**Question: Why isn't the largest cell the softest?**

I'm comparing computed bulk moduli of BAs, the resistance of the crystal to a uniform squeeze. I had assumed that a method which makes the cell too large also makes it too soft. That works roughly, but RPBE has the largest rest volume and isn't the softest row. One of the PBE rows has almost the input volume and is still among the softest. And does the close agreement of LDA with the measurement mean that I should use LDA?

Bulk modulus of BAs (F-43m, 2-atom cell) from Kohn-Sham DFT in ABINIT 10.8.3 and GPAW 26.7.0, without spin polarization or spin-orbit coupling and with 0.05 eV Fermi-Dirac smearing. Each value comes from a fit to energies at seven volumes, 0.94 to 1.06 times the input volume. The measured bulk modulus is 148 GPa (arXiv:1911.11281).

| program | functional | how the value is got | potentials or basis | wave cutoff (eV) | k-mesh | computed bulk modulus (GPa) | computed over measured, less one (%) |
| --- | --- | --- | --- | --- | --- | --- | --- |
| ABINIT 10.8.3 (1) | BLYP+D3 | fit, rest volume 13.99 Å³/atom | JTH PAW PBE v2.0 | 408 | 10x10x10 | 123.4 | -16.6 |
| ABINIT 10.8.3 (2) | RPBE | fit, rest volume 14.20 Å³/atom | JTH PAW PBE v2.0 | 408 | 10x10x10 | 124.7 | -15.7 |
| GPAW 26.7.0 (1) | PBE | fit, rest volume 13.65 Å³/atom | SG15 ONCV 1.2 | 1100 | 8x8x8 | 125.2 | -15.4 |
| GPAW 26.7.0 (2) | BEEF-vdW | fit, rest volume 14.06 Å³/atom | GPAW PAW data sets (gpaw data 1.2.1) | 800 | 8x8x8 | 127.7 | -13.7 |
| ABINIT 10.8.3 (3) | PBE | fit, rest volume 13.91 Å³/atom | JTH PAW PBE v2.0 | 272 | 10x10x10 | 128.5 | -13.2 |
| ABINIT 10.8.3 (4) | revPBE+D3 | fit, rest volume 13.71 Å³/atom | JTH PAW PBE v2.0 | 408 | 10x10x10 | 131.7 | -11.0 |
| GPAW 26.7.0 (3) | PBE | fit, rest volume 13.96 Å³/atom | GPAW PAW data sets (gpaw data 1.2.1) | 800 | 10x10x10 | 132.3 | -10.6 |
| ABINIT 10.8.3 (5) | BP86+D3 | fit, rest volume 13.61 Å³/atom | JTH PAW PBE v2.0 | 408 | 10x10x10 | 134.3 | -9.3 |
| ABINIT 10.8.3 (6) | SOGGA | fit, rest volume 13.52 Å³/atom | JTH PAW PBE v2.0 sp | 408 | 10x10x10 | 144.3 | -2.5 |
| GPAW 26.7.0 (4) | LDA | fit, rest volume 13.31 Å³/atom | GPAW PAW data sets (gpaw data 1.2.1) | 800 | 8x8x8 | 148.3 | 0.2 |

**Answer**

Your rule holds half of the explanation. A change of functional or potential does two things to the crystal: it moves the rest volume, and it changes the stiffness the crystal has at any given volume. In BAs these two effects often oppose each other, so the rest volume alone can't order the rows.

Take the volume first. When a crystal expands, its bonds stretch and resist further change less strongly. Near rest this is well described by B(V) = B₀(V₀/V)^B′, where V₀ is the rest volume, B₀ the modulus there, and B′ the rise of the modulus per unit of pressure. With B′ near 4, one per cent more volume costs about four per cent of the modulus.

Now go from LDA to PBE, both in GPAW with PAW data sets. The LDA crystal rests at 13.308 Å³/atom with 148.3 GPa and B′ = 4.15. Stretched to PBE's rest volume of 13.963 Å³/atom, it would have 148.3 × (13.308/13.963)^4.15 ≈ 121.5 GPa. PBE actually gives 132.3 GPa, so expansion alone predicts far too much softening.

The missing stiffness shows up when the two energy curves are subtracted. Between 12.81 and 13.63 Å³/atom the PBE energy falls by 36 meV/atom relative to LDA, and over the next equal step by 33 meV/atom. The fall acts as an outward pressure of nearly 7 GPa. With a modulus near 140 GPa that means about 5% expansion, which is what the rest volumes show. Because the fall also slows down, the difference curves upward and adds about 12 GPa of stiffness at fixed volume.

A mechanical picture helps. Imagine two plates joined by a spring that softens as it is stretched, and add a pair of repelling magnets. They push the plates apart, which softens the spring, but their force fades with distance, and that resists any displacement. Attracting magnets do the reverse: they shorten the spring and so stiffen it, while their own force subtracts stiffness. The picture gives the signs only; the sizes must come from the energy curves.

Theory makes the repelling pair a fair image of the gradient correction in PBE. That correction favours uneven electron density, and density becomes more uneven as atoms move apart. The gain has to level off once the atoms are well separated, so a curve that falls and flattens is natural.

Dispersion should play the attracting pair, since it pulls atoms together and fades with distance. The nearest test is revPBE+D3 against RPBE, where D3 is an added dispersion correction. The smaller cell alone would raise the modulus by 19 GPa, but a loss of about 12 GPa at fixed volume leaves a gain of only 7 GPa. Assigning this to D3 rests on the known similarity of revPBE and RPBE, because no functional here was run both with and without D3.

This answers your first puzzle. RPBE has the largest cell, but it lies 11 GPa above the LDA crystal stretched to the same volume. BLYP+D3 has a somewhat smaller cell and lies only 3 GPa above the LDA curve, so it ends up slightly softer. The two moduli differ by just over 1 GPa, and RPBE's minimum has only one computed volume beyond it, so their exact order deserves little weight.

Your second puzzle, PBE with SG15 potentials, is a matter of potentials and not of the functional. Compared with PBE in PAW, SG15 pulls the cell inward, which alone would add 13 GPa. It also removes about 20 GPa of stiffness at fixed volume, and here that loss wins. The change of the energy difference drops from 20 meV/atom over the first volume step to 13 meV/atom over the second. Such quick fading suggests a short-range error where core and valence electrons overlap. The core here includes the arsenic 3d electrons: the SG15 run has a total energy near −125 eV/atom, like the SOGGA run that freezes them, while runs that treat them as active lie near −1588 eV/atom. SG15 has no correction for the overlap in the exchange-correlation energy; this is a likely cause, but no run here tests it.

As a simple model for all rows, I read the LDA curve at each row's rest volume, with no constant adjusted to the other rows. The curve comes from GPAW with PAW data sets, so for the ABINIT rows the distance from it also contains a change of potentials. Those potentials were made for PBE, whatever functional the row uses. The output below shows that the three D3 rows lie within 3 GPa of this curve. The other gradient-corrected rows lie 5 to 11 GPa above it, except SG15, which lies 8 GPa below. BEEF-vdW is a useful warning: it includes dispersion in its own way and still lies well above the curve, so the label "dispersion" doesn't fix the result.

Two of the ABINIT rows need extra care. ABINIT's PBE run has a short wave cutoff, and its energies scatter about ten times as much around the fit as in the other ABINIT rows. Its 3.8 GPa difference from PBE in GPAW therefore can't be blamed on the program. SOGGA fits the picture of a weaker gradient correction, but its potential also freezes the arsenic 3d electrons, which the other ABINIT rows treat as active.

As for LDA, its modulus is within 1% of the measured one, but its cell is 2.3% smaller than the input cell of 13.63 Å³/atom, which is close to the measured one. At the input volume LDA would give only 134 GPa, against 148 GPa measured. Its small cell supplies the missing stiffness, so the agreement is a cancellation. The measured value also contains temperature and zero-point motion, which usually soften a crystal slightly and are absent from the calculations. It is a single value listed without an uncertainty, so a match within a few GPa proves little by itself.

Correcting every method to the input volume isn't a general cure either. It brings PBE in GPAW PAW, RPBE and BEEF-vdW within 2 GPa of the measurement, but leaves the other seven rows 8 to 22 GPa too low. For practical work, judge a method by its rest volume and its modulus together. If you change the functional or the potential, ask both which way the change pushes the cell and how quickly that push fades as the cell grows.

The analysis program printed:

```
Moduli in GPa, volumes in A^3/atom:
                row  rest_volume  LDA_curve_there  computed_less_LDA_curve  modulus_at_13.63  that_less_measured
  ABINIT 10.8.3 (1)        13.99            120.5                    2.901             138.4              -9.567
  ABINIT 10.8.3 (2)         14.2            113.4                    11.28             147.5             -0.5419
    GPAW 26.7.0 (1)        13.65            133.3                   -8.131             126.2              -21.83
    GPAW 26.7.0 (2)        14.06            117.9                    9.776             147.2             -0.8146
  ABINIT 10.8.3 (3)        13.91            123.3                    5.156             139.4              -8.639
  ABINIT 10.8.3 (4)        13.71            130.9                   0.8101             135.4              -12.62
    GPAW 26.7.0 (3)        13.96            121.5                    10.82             146.3              -1.679
  ABINIT 10.8.3 (5)        13.61            135.2                  -0.9408             133.5              -14.53
  ABINIT 10.8.3 (6)        13.52              139                    5.288             139.7              -8.276
    GPAW 26.7.0 (4)        13.31            148.3                        0             134.4              -13.56
LDA rest volume against input cell, %: -2.335
PBE less LDA, energy change 12.81 to 13.63, meV/atom: -36.25
PBE less LDA, energy change 13.63 to 14.44, meV/atom: -32.61
PBE less LDA, outward pressure, GPa: 6.746
PBE less LDA, stiffness at 13.63, GPa: 11.89
PBE less LDA, modulus in the table, GPa: -16
PBE less LDA, part from the volume along the LDA curve, GPa: -26.82
revPBE+D3 less RPBE, energy change 12.81 to 13.63, meV/atom: 25.76
revPBE+D3 less RPBE, energy change 13.63 to 14.44, meV/atom: 22.2
revPBE+D3 less RPBE, outward pressure, GPa: -4.699
revPBE+D3 less RPBE, stiffness at 13.63, GPa: -11.63
revPBE+D3 less RPBE, modulus in the table, GPa: 7
revPBE+D3 less RPBE, part from the volume along the RPBE curve, GPa: 18.92
SG15 less PAW, both PBE, energy change 12.81 to 13.63, meV/atom: 19.52
SG15 less PAW, both PBE, energy change 13.63 to 14.44, meV/atom: 13.33
SG15 less PAW, both PBE, outward pressure, GPa: -3.218
SG15 less PAW, both PBE, stiffness at 13.63, GPa: -20.21
SG15 less PAW, both PBE, modulus in the table, GPa: -7.1
SG15 less PAW, part from the volume along the PAW curve, GPa: 12.82
ABINIT PBE less GPAW PAW PBE, modulus in the table, GPa: -3.8
```
